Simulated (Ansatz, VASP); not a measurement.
## AgCl in VASP and in Ansatz

```
Ag Cl
1.0
     0.00000    2.77318    2.77318
     2.77318    0.00000    2.77318
     2.77318    2.77318    0.00000
Ag Cl
1 1
Direct
  0.00000 0.00000 0.00000
  0.50000 0.50000 0.50000
```

Alike in both runs: task single point; functional PBE; k mesh 4 × 4 × 4; no spin polarisation.

```csv
,VASP,Ansatz
version,VASP 6.6.1,Ansatz 0.2.0
potentials or method,"VASP PAW PBE potentials, release 64 (Ag, Cl)","plane waves, PAW"
plane-wave cutoff (eV),520,420
occupations,"gaussian, width 0.01 eV",fixed
valence electrons in the cell,18,26
```

```csv
,VASP,Ansatz,Ansatz less VASP
gap on the k mesh at the Fermi level (eV),0.91,0.91,+0.003
```

The two sets of potentials don't hold the same shells in valence.

Caveats: the k mesh is coarse (spacing up to 0.49 Å⁻¹), so the values aren't converged. PBE gaps usually lie below the measured ones, often by a third to a half. A k mesh can miss the band edges.
